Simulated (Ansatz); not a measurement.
Cu2O (Cuprite) under changes of volume

One of the cells (12.885 Å³/atom); the others are scaled copies at fixed shape and fractional positions:

```xyz
6
Lattice="4.2600 0.0000 0.0000 0.0000 4.2600 0.0000 0.0000 0.0000 4.2600" Properties=species:S:1:pos:R:3 pbc="T T T"
Cu    3.1950    1.0650    3.1950
Cu    3.1950    3.1950    1.0650
Cu    1.0650    3.1950    3.1950
Cu    1.0650    1.0650    1.0650
O     2.1300    2.1300    2.1300
O     0.0000    0.0000    0.0000
```

| Item | Value |
| --- | --- |
| Program | Ansatz 0.2.0 |
| Functional | PBE |
| Potentials or basis | Ansatz PAW earlier set |
| Cutoff | 1050 eV |
| Density cutoff | 4200 eV |
| k mesh | 6 × 6 × 6 |
| Occupations | fermi-dirac, width 0.05 eV |
| Spin | no spin polarisation |

```tsv
volume (Å³/atom)	energy over the lowest point (meV/atom)	pressure (GPa)	gap on the mesh (eV)
12.112	39.44	12.3	0.69
12.369	22.41	8.9	0.63
12.627	?	?	?
12.885	3.21	3.2	0.54
13.142	0.00	0.8	0.49
13.400	0.45	-1.3	0.45
13.658	4.18	-3.3	0.42
```

**Question.** What does the run at 12.627 Å³/atom give?

**Answer.** Energy over the lowest point 10.52 meV/atom; pressure 5.9 GPa; gap on the mesh 0.58 eV.

Worked out: A Birch-Murnaghan fit of order 3 (a polynomial in V^(-2/3)) to the other rows has its minimum at 13.24 Å³/atom with B0 = V·E''(V) = 112 GPa and B' = 4.9. It gives 10.50 meV/atom at 12.627 Å³/atom, against the run's 10.52, and -dE/dV = 5.9 GPa, against 5.9. A parabola through the other rows of the gap, of slope -2.4 eV per unit of ln V (its deformation potential) there, gives 0.58 eV, against the run's 0.58.

Energies are extrapolated to zero smearing.

A mesh can miss the band edges.
